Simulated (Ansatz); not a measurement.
# TiB2: a line through an energy map

Aim: follow the energy of TiB₂ (P6/mmm, No. 191; 9 atoms in the cell) along one coordinate, opening across the cut, with the other held at slide along a1 + 0 a2 (3.032 Å) = 0.4.

Method: DFT PBE, scalar-relativistic, plane waves, PAW, in Ansatz 0.2.0.

6 further runs of the same task are left out: 6 set aside as unsound or not needed.

## Step 1: The structure to begin with

Symmetry: P6/mmm, No. 191, hexagonal system. Conventional cell: a = 3.032 Å, b = 3.032 Å, c = 3.223 Å, α = 90.00°, β = 90.00°, γ = 120.00°. Ti (site symmetry 6/mmm) is surrounded by 12 B at 2.38 Å. B (site symmetry -6m2) has 3 B at 1.75 Å and 6 Ti at 2.38 Å as nearest neighbours.

As a file:

```
Ti B
1.0
     3.03204    0.00000    0.00000
    -1.51602    2.62583    0.00000
     0.00000    0.00000    3.22342
Ti B
1 2
Direct
  0.00000 0.00000 0.00000
  0.33333 0.66667 0.50000
  0.66667 0.33333 0.50000
```

It is the result of an earlier relaxation at this level (volume 8.55 Å³/atom; gap on the mesh: none (metal)).

## Step 2: Plan of the line

Rigid slide and opening across a plane, one cut a cell; the plane is (0 0 1) of the conventional cell, and the faces at the cut hold Ti and B.

First coordinate, slide along a1 + 0 a2 (3.032 Å): 10 values from 0.0 to 0.9, periodic. Second coordinate, opening across the cut: 6 values from −0.25 to 2.80 Å.

Nothing else is relaxed (rigid halves). Energies count from the perfect crystal. Points are written as (first, second).

## Step 3: The run at (0.4, −0.25 Å)

File input.yaml:

```yaml
crystal:
  lattice:
    - [-1.516020938, -2.6258252899, 0.0]
    - [1.516020938, -2.6258252899, 0.0]
    - [-0.6064083752, -1.050330116, 9.420264779]
  atoms:
    - { symbol: Ti, position: [-0.3763906182, 0.0, 0.9409765455] }
    - { symbol: Ti, position: [-0.1026470096, 0.0, 0.2566175241] }
    - { symbol: Ti, position: [-0.2395188139, 0.0, 0.5987970348] }
    - { symbol: B, position: [0.6324555592, 0.6666666667, 0.0855277687] }
    - { symbol: B, position: [0.4955837549, 0.6666666667, 0.4277072794] }
    - { symbol: B, position: [0.3587119506, 0.6666666667, 0.7698867902] }
    - { symbol: B, position: [0.2991222259, 0.3333333333, 0.0855277687] }
    - { symbol: B, position: [0.1622504216, 0.3333333333, 0.4277072794] }
    - { symbol: B, position: [0.0253786173, 0.3333333333, 0.7698867902] }
basis:
  ecutwfc: 520.0
kpoints:
  mp_grid: { grid: [15, 15, 4] }
hamiltonian:
  xc: pbe
scf:
  occupations: { method: gaussian, width: 0.15 }
output:
  forces: true
  stress: true
  eigenvalues: true
```

The run is started by

```console
$ ansatz run input.yaml --threads 2 --pin off --max-ram 4096MiB --backend cpu --events-out ev --progress --plain --runs-dir out
```

Log, shortened:

```text
Warning: RAYON_NUM_THREADS=2 ignored (pool sized by the plan → 2); use --threads N
[...]
Pseudopotentials: kind: paw
Pseudopotential: Ti, paw, valence charge 12, recommended cutoff 420 eV (normal), Ti.paw.azcp
Pseudopotential: B, paw, valence charge 3, recommended cutoff 420 eV (normal), B.paw.azcp
Functional definition: PBE
[...]
Crystal: 9 atoms, lattice volume = 75.000 Å³
Basis set: ecut = 520 eV, 2037 PW (Γ), exchange–correlation on 48×48×144 points (8 copies of the dense FFT grid, shifted against one another)
Bands: 36, of which v1, the nominal top of the filled ones, is band 27 counted from 1 (26 counted from 0)
Symmetry: 2 space group operations
Space group: Cm (ITA 8), of the structure as read, at distance tolerance 4.2e-5 Å
k-points: 248 of 900 (time reversal used)
[...]
SCF iter   1: F=—  HF=-8436.740916 eV  |F-HF|=—  |Δ(HF+E_count)|=         —  Δρ=1.07e-2  dr2=1.42e-1  ethr=1.77e-3  ⟨swp⟩=5.4  Hψ=37663  notcnv=0
[...]
SCF iter   7: F=-8436.718615 eV  HF=-8436.718615 eV  |F-HF|=7.04e-8  |Δ(HF+E_count)|=   1.93e-7  Δρ=6.26e-6  dr2=8.64e-8  ethr=1.85e-10  ⟨swp⟩=8.3  Hψ=39961  notcnv=0
[...]
SCF converged after 7 iterations
Free energy (F): -8436.718615 eV
[...]
E sigma→0 (E₀):  -8436.713520 eV
Entropy (-TS):   -0.010191 eV (-1.132 meV/atom)
Fermi energy:    15.487602 eV
[...]
--- Forces (eV/Å), atoms counted from 1 ---
  atom   1  Ti    -2.64756378    -4.58571498   -20.48668477
  atom   2  Ti     0.32882854     0.56954773     0.63409670
  atom   3  Ti     0.01158500     0.02006581     0.05411893
  atom   4  B     -4.65117134     5.38531819    10.29058541
  atom   5  B     -0.04032588    -0.00311549    -0.01170509
  atom   6  B      0.02201161    -0.02218983    -0.37960579
  atom   7  B      6.98940803    -1.33537344    10.29058541
  atom   8  B      0.01746485    -0.03648099    -0.01170509
[...]
--- Stress (GPa, compression-positive) ---
       16.715549      -5.233172       8.798838
       -5.233172      10.672803      15.240034
        8.798836      15.240031      66.276374
  P = ⅓ Tr σ = 31.2216 GPa (312.216 kbar)
--- Band table (eV; the first three rows and the last of 248) ---
[...]
```

It took 38 s on 2 threads of Arm Neoverse V1, shared host; peak memory 0.87 GiB.

Energy on the map's scale: 14853 mJ/m².

## Step 4: Point (0.4, 0.00 Å)

File input.yaml:

```yaml
crystal:
  lattice:
    - [-1.516020938, -2.6258252899, 0.0]
    - [1.516020938, -2.6258252899, 0.0]
    - [-0.6064083752, -1.050330116, 9.670264779]
  atoms:
    - { symbol: Ti, position: [-0.36666, 0.0, 0.91665] }
    - { symbol: Ti, position: [-0.0999933333, 0.0, 0.2499833333] }
    - { symbol: Ti, position: [-0.2333266667, 0.0, 0.5833166667] }
    - { symbol: B, position: [0.63334, 0.6666666667, 0.0833166667] }
    - { symbol: B, position: [0.5000066667, 0.6666666667, 0.41665] }
    - { symbol: B, position: [0.3666733333, 0.6666666667, 0.7499833333] }
    - { symbol: B, position: [0.3000066667, 0.3333333333, 0.0833166667] }
    - { symbol: B, position: [0.1666733333, 0.3333333333, 0.41665] }
    - { symbol: B, position: [0.03334, 0.3333333333, 0.7499833333] }
basis:
  ecutwfc: 520.0
kpoints:
  mp_grid: { grid: [15, 15, 4] }
hamiltonian:
  xc: pbe
scf:
  occupations: { method: gaussian, width: 0.15 }
output:
  forces: true
  stress: true
  eigenvalues: true
  write_density: true
  write_potential: true
  elf: true
  volumetric_format: npy
```

The run is started by

```console
$ ansatz run input.yaml --threads 2 --pin off --max-ram 4096MiB --backend cpu --events-out ev --progress --plain --runs-dir out
```

Log, shortened:

```text
Warning: RAYON_NUM_THREADS=2 ignored (pool sized by the plan → 2); use --threads N
[...]
Pseudopotentials: kind: paw
Pseudopotential: Ti, paw, valence charge 12, recommended cutoff 420 eV (normal), Ti.paw.azcp
Pseudopotential: B, paw, valence charge 3, recommended cutoff 420 eV (normal), B.paw.azcp
Functional definition: PBE
[...]
Crystal: 9 atoms, lattice volume = 76.991 Å³
Basis set: ecut = 520 eV, 2083 PW (Γ), exchange–correlation on 48×48×150 points (8 copies of the dense FFT grid, shifted against one another)
Bands: 36, of which v1, the nominal top of the filled ones, is band 27 counted from 1 (26 counted from 0)
Symmetry: 2 space group operations
Space group: Cm (ITA 8), of the structure as read, at distance tolerance 4.3e-5 Å
k-points: 248 of 900 (time reversal used)
[...]
SCF converged after 7 iterations
Free energy (F): -8440.431159 eV
[...]
E sigma→0 (E₀):  -8440.422164 eV
Entropy (-TS):   -0.017991 eV (-1.999 meV/atom)
Fermi energy:    15.047910 eV
[...]
--- Forces (eV/Å), atoms counted from 1 ---
  atom   1  Ti    -1.49748227    -2.59371537    -9.56156508
  atom   2  Ti     0.17326425     0.30010248     0.38593870
  atom   3  Ti     0.00202358     0.00350494    -0.03901007
  atom   4  B     -1.79076480     2.52294324     4.61809833
  atom   5  B     -0.05017824     0.02338039    -0.00188257
  atom   6  B     -0.06294397     0.07961921    -0.00891577
  atom   7  B      3.08031534    -0.28937619     4.61809833
  atom   8  B      0.04533713    -0.03176544    -0.00188257
[...]
--- Stress (GPa, compression-positive) ---
        4.799179      -0.342063       5.475555
       -0.342063       4.404199       9.483940
        5.475554       9.483938      34.010936
  P = ⅓ Tr σ = 14.4048 GPa (144.048 kbar)
--- Band table (eV; the first three rows and the last of 248) ---
[...]
```

Wall time 51 s (2 threads of Arm Neoverse V1, shared host); peak memory 0.88 GiB.

Axes a, b and c in the maps are those of this run's conventional cell (a, b, c = 3.032, 5.252, 9.746 Å).

Density in a lattice plane of the grid's cell (edges 3.03 and 5.25 Å, at 0.250 of the third edge), which holds B.

Ten even steps from '0' (0.17 e/Å³) to '9' (0.82 e/Å³):
```
47998642100012
68888753211124
88436875433346
99647997766678
99889999988999
77666789964799
54333468853687
32111246888875
21000124799864
10000124689853
21000124799864
32111246888875
54333468843687
77666789964799
99889999988999
99647997766678
88536875433346
68888753211124
47998642100012
46898531000012
```
Columns run along the first of these edges and rows up along the second, over one cell in 14 and 20 even steps from the bottom left corner. Atoms in the plane (fractional): B at (0.20, 0.17), B at (0.70, 0.67), B at (0.20, 0.83), B at (0.70, 0.33).

ELF in the same plane.

Values, 12 rows by 6 columns:
```
0.58 0.43 0.52 0.50 0.29 0.39
0.63 0.01 0.30 0.75 0.56 0.67
0.84 0.32 0.67 0.84 0.32 0.67
0.75 0.56 0.67 0.63 0.01 0.30
0.50 0.29 0.39 0.58 0.44 0.52
0.40 0.16 0.26 0.66 0.86 0.77
0.50 0.29 0.39 0.58 0.43 0.52
0.75 0.56 0.67 0.63 0.01 0.30
0.84 0.32 0.67 0.84 0.32 0.67
0.63 0.01 0.30 0.75 0.56 0.67
0.58 0.44 0.52 0.50 0.29 0.39
0.66 0.86 0.77 0.40 0.16 0.26
```
Columns run along the first of these edges and rows up along the second, over one cell in 6 and 12 even steps from the bottom left corner. Atoms in the plane (fractional): B at (0.20, 0.17), B at (0.70, 0.67), B at (0.20, 0.83), B at (0.70, 0.33).

Both are smooth fields of the valence electrons: close to the nuclei they are not physical.

The highest ELF values outside the cores: 0.88 on the B–B line, 0.9 Å from B.

Energy on the map's scale: 7382 mJ/m².

## Step 5: Grid point (0.4, 0.35 Å)

File input.yaml:

```yaml
crystal:
  lattice:
    - [-1.516020938, -2.6258252899, 0.0]
    - [1.516020938, -2.6258252899, 0.0]
    - [-0.6064083752, -1.050330116, 10.020264779]
  atoms:
    - { symbol: Ti, position: [-0.3538528534, 0.0, 0.8846321335] }
    - { symbol: Ti, position: [-0.0965006445, 0.0, 0.2412516113] }
    - { symbol: Ti, position: [-0.225176749, 0.0, 0.5629418724] }
    - { symbol: B, position: [0.6345040744, 0.6666666667, 0.0804064808] }
    - { symbol: B, position: [0.5058279699, 0.6666666667, 0.4020967419] }
    - { symbol: B, position: [0.3771518655, 0.6666666667, 0.723787003] }
    - { symbol: B, position: [0.301170741, 0.3333333333, 0.0804064808] }
    - { symbol: B, position: [0.1724946366, 0.3333333333, 0.4020967419] }
    - { symbol: B, position: [0.0438185322, 0.3333333333, 0.723787003] }
basis:
  ecutwfc: 520.0
kpoints:
  mp_grid: { grid: [15, 15, 4] }
hamiltonian:
  xc: pbe
scf:
  occupations: { method: gaussian, width: 0.15 }
output:
  forces: true
  stress: true
  eigenvalues: true
```

The run is started by

```console
$ ansatz run input.yaml --threads 2 --pin off --max-ram 4096MiB --backend cpu --events-out ev --progress --plain --runs-dir out
```

Log, shortened:

```text
Warning: RAYON_NUM_THREADS=2 ignored (pool sized by the plan → 2); use --threads N
[...]
Pseudopotentials: kind: paw
Pseudopotential: Ti, paw, valence charge 12, recommended cutoff 420 eV (normal), Ti.paw.azcp
Pseudopotential: B, paw, valence charge 3, recommended cutoff 420 eV (normal), B.paw.azcp
Functional definition: PBE
[...]
Crystal: 9 atoms, lattice volume = 79.777 Å³
Basis set: ecut = 520 eV, 2163 PW (Γ), exchange–correlation on 48×48×160 points (8 copies of the dense FFT grid, shifted against one another)
Bands: 36, of which v1, the nominal top of the filled ones, is band 27 counted from 1 (26 counted from 0)
Symmetry: 2 space group operations
Space group: Cm (ITA 8), of the structure as read, at distance tolerance 4.3e-5 Å
k-points: 248 of 900 (time reversal used)
[...]
SCF converged after 7 iterations
Free energy (F): -8442.229127 eV
[...]
E sigma→0 (E₀):  -8442.216787 eV
Entropy (-TS):   -0.024680 eV (-2.742 meV/atom)
Fermi energy:    14.477247 eV
[...]
--- Forces (eV/Å), atoms counted from 1 ---
  atom   1  Ti    -0.51426430    -0.89073189    -2.20545824
  atom   2  Ti     0.05069262     0.08780219    -0.14567333
  atom   3  Ti     0.00009146     0.00015841    -0.07710082
  atom   4  B     -0.31352475     0.71418364     0.93115727
  atom   5  B     -0.03341014     0.01761446     0.01649143
  atom   6  B     -0.06078930     0.03879249     0.26650187
  atom   7  B      0.77526355     0.08557142     0.93115727
  atom   8  B      0.03195964    -0.02012680     0.01649143
[...]
--- Stress (GPa, compression-positive) ---
       -1.169676       1.261568       2.309855
        1.261568       0.287057       4.000785
        2.309855       4.000786       5.059733
  P = ⅓ Tr σ = 1.3924 GPa (13.924 kbar)
--- Band table (eV; the first three rows and the last of 248) ---
[...]
```

Run time: 38 s. Hardware: 2 threads of Arm Neoverse V1, shared host; peak memory 0.91 GiB.

On the map this point reads 3763 mJ/m².

## Step 6: Point (0.4, 1.50 Å)

File input.yaml:

```yaml
crystal:
  lattice:
    - [-1.516020938, -2.6258252899, 0.0]
    - [1.516020938, -2.6258252899, 0.0]
    - [-0.6064083752, -1.050330116, 11.170264779]
  atoms:
    - { symbol: Ti, position: [-0.3174230293, 0.0, 0.7935575732] }
    - { symbol: Ti, position: [-0.0865657197, 0.0, 0.2164142992] }
    - { symbol: Ti, position: [-0.2019943745, 0.0, 0.5049859362] }
    - { symbol: B, position: [0.6378152744, 0.6666666667, 0.0721284807] }
    - { symbol: B, position: [0.5223866196, 0.6666666667, 0.3607001177] }
    - { symbol: B, position: [0.4069579648, 0.6666666667, 0.6492717547] }
    - { symbol: B, position: [0.3044819411, 0.3333333333, 0.0721284807] }
    - { symbol: B, position: [0.1890532863, 0.3333333333, 0.3607001177] }
    - { symbol: B, position: [0.0736246315, 0.3333333333, 0.6492717547] }
basis:
  ecutwfc: 520.0
kpoints:
  mp_grid: { grid: [15, 15, 4] }
hamiltonian:
  xc: pbe
scf:
  occupations: { method: gaussian, width: 0.15 }
output:
  forces: true
  stress: true
  eigenvalues: true
```

The run is started by

```console
$ ansatz run input.yaml --threads 2 --pin off --max-ram 4096MiB --backend cpu --events-out ev --progress --plain --runs-dir out
```

Log, shortened:

```text
Warning: RAYON_NUM_THREADS=2 ignored (pool sized by the plan → 2); use --threads N
[...]
Pseudopotentials: kind: paw
Pseudopotential: Ti, paw, valence charge 12, recommended cutoff 420 eV (normal), Ti.paw.azcp
Pseudopotential: B, paw, valence charge 3, recommended cutoff 420 eV (normal), B.paw.azcp
Functional definition: PBE
[...]
Crystal: 9 atoms, lattice volume = 88.933 Å³
Basis set: ecut = 520 eV, 2415 PW (Γ), exchange–correlation on 48×48×180 points (8 copies of the dense FFT grid, shifted against one another)
Bands: 36, of which v1, the nominal top of the filled ones, is band 27 counted from 1 (26 counted from 0)
Symmetry: 2 space group operations
Space group: Cm (ITA 8), of the structure as read, at distance tolerance 4.5e-5 Å
k-points: 248 of 900 (time reversal used)
[...]
SCF converged after 8 iterations
Free energy (F): -8440.984842 eV
[...]
E sigma→0 (E₀):  -8440.965252 eV
Entropy (-TS):   -0.039180 eV (-4.353 meV/atom)
Fermi energy:    12.457695 eV
[...]
--- Forces (eV/Å), atoms counted from 1 ---
  atom   1  Ti    -0.03595258    -0.06227170     0.58403105
  atom   2  Ti     0.01084757     0.01878855    -0.85972002
  atom   3  Ti     0.00030016     0.00051989     0.02542985
  atom   4  B      0.13391932    -0.04089172    -0.26362096
  atom   5  B     -0.00838503     0.00219982     0.00195931
  atom   6  B     -0.00959402     0.00039508     0.38685167
  atom   7  B     -0.10237292     0.09553167    -0.26362096
  atom   8  B      0.00609762    -0.00616174     0.00195931
[...]
--- Stress (GPa, compression-positive) ---
       -2.004589       0.647731       0.308776
        0.647731      -1.256654       0.534815
        0.308775       0.534815     -12.426818
  P = ⅓ Tr σ = -5.2294 GPa (-52.294 kbar)
--- Band table (eV; the first three rows and the last of 248) ---
[...]
```

It took 44 s on 2 threads of Arm Neoverse V1, shared host; peak memory 0.98 GiB.

On the map this point reads 6267 mJ/m².

## Step 7: The run at (0.4, 2.80 Å)

File input.yaml:

```yaml
crystal:
  lattice:
    - [-1.516020938, -2.6258252899, 0.0]
    - [1.516020938, -2.6258252899, 0.0]
    - [-0.6064083752, -1.050330116, 12.470264779]
  atoms:
    - { symbol: Ti, position: [-0.2843323175, 0.0, 0.7108307936] }
    - { symbol: Ti, position: [-0.0775414177, 0.0, 0.1938535441] }
    - { symbol: Ti, position: [-0.1809368676, 0.0, 0.4523421689] }
    - { symbol: B, position: [0.640822974, 0.6666666667, 0.0646092318] }
    - { symbol: B, position: [0.5374275241, 0.6666666667, 0.3230978565] }
    - { symbol: B, position: [0.4340320742, 0.6666666667, 0.5815864813] }
    - { symbol: B, position: [0.3074896406, 0.3333333333, 0.0646092318] }
    - { symbol: B, position: [0.2040941907, 0.3333333333, 0.3230978565] }
    - { symbol: B, position: [0.1006987408, 0.3333333333, 0.5815864813] }
basis:
  ecutwfc: 520.0
kpoints:
  mp_grid: { grid: [15, 15, 4] }
hamiltonian:
  xc: pbe
scf:
  occupations: { method: gaussian, width: 0.15 }
output:
  forces: true
  stress: true
  eigenvalues: true
```

The run is started by

```console
$ ansatz run input.yaml --threads 2 --pin off --max-ram 4096MiB --backend cpu --events-out ev --progress --plain --runs-dir out
```

Log, shortened:

```text
Warning: RAYON_NUM_THREADS=2 ignored (pool sized by the plan → 2); use --threads N
[...]
Pseudopotentials: kind: paw
Pseudopotential: Ti, paw, valence charge 12, recommended cutoff 420 eV (normal), Ti.paw.azcp
Pseudopotential: B, paw, valence charge 3, recommended cutoff 420 eV (normal), B.paw.azcp
Functional definition: PBE
[...]
Crystal: 9 atoms, lattice volume = 99.283 Å³
Basis set: ecut = 520 eV, 2701 PW (Γ), exchange–correlation on 48×48×192 points (8 copies of the dense FFT grid, shifted against one another)
Bands: 36, of which v1, the nominal top of the filled ones, is band 27 counted from 1 (26 counted from 0)
Symmetry: 2 space group operations
Space group: Cm (ITA 8), of the structure as read, at distance tolerance 4.6e-5 Å
k-points: 248 of 900 (time reversal used)
[...]
SCF iter   1: F=—  HF=-8440.170157 eV  |F-HF|=—  |Δ(HF+E_count)|=         —  Δρ=1.84e-2  dr2=4.13e0  ethr=1.77e-3  ⟨swp⟩=6.5  Hψ=38758  notcnv=0
[...]
SCF converged after 9 iterations
Free energy (F): -8440.040824 eV
[...]
E sigma→0 (E₀):  -8440.013552 eV
Entropy (-TS):   -0.054544 eV (-6.060 meV/atom)
Fermi energy:    10.518501 eV
[...]
--- Forces (eV/Å), atoms counted from 1 ---
  atom   1  Ti    -0.00375482    -0.00650354    -0.53375806
  atom   2  Ti     0.00151723     0.00262792    -1.12833943
  atom   3  Ti    -0.00003277    -0.00005676     0.13802376
  atom   4  B      0.02531225    -0.01135216     0.35705019
  atom   5  B     -0.00113741     0.00043997     0.02558107
  atom   6  B     -0.00037110    -0.00020961     0.37938846
  atom   7  B     -0.02248738     0.01624497     0.35705019
  atom   8  B      0.00094973    -0.00076504     0.02558107
[...]
--- Stress (GPa, compression-positive) ---
       -2.404681       0.056085       0.036190
        0.056085      -2.339920       0.062683
        0.036190       0.062683      -5.645925
  P = ⅓ Tr σ = -3.4635 GPa (-34.635 kbar)
--- Band table (eV; the first three rows and the last of 248) ---
[...]
```

Wall time 64 s (2 threads of Arm Neoverse V1, shared host); peak memory 1.1 GiB.

That is 8167 mJ/m² from the zero.

## Step 8: The line in numbers

| opening across the cut (Å) | step | energy (mJ/m²) | slope (mJ/m² per Å) | pressure (GPa) | largest force on an atom (eV/Å) |
| --- | --- | --- | --- | --- | --- |
| −0.25 | 3 | 14853 | −42683 | 31.2 | 21.2 |
| 0.00 | 4 | 7382 | −19372 | 14.4 | 10.0 |
| 0.35 | 5 | 3763 | −3486 | 1.4 | 2.4 |
| 0.80 | – | 4030 | 2903 | −4.4 | 0.8 |
| 1.50 | 6 | 6267 | 2764 | −5.2 | 0.9 |
| 2.80 | 7 | 8167 | 501 | −3.5 | 1.1 |

Energies count from the perfect crystal. Rows without a step come from runs not printed here or follow by symmetry. Slopes come from the forces (and the stress, where the cell changes), not from differences of energies.

The lowest point of the line is at 0.35 Å, 3763 mJ/m² from the zero. Energies and slopes round the minimum, fitted together, put the minimum at 0.506 Å, with a curvature of about 17000 mJ/m² per Å². The highest point computed, at −0.25 Å, lies 11089 mJ/m² above the lowest. This is one cut through a surface in two coordinates; the map's lowest point lies off it. Where forces pass 15 eV/Å atoms stand far too close, the PAW spheres overlap strongly and those numbers are rough.
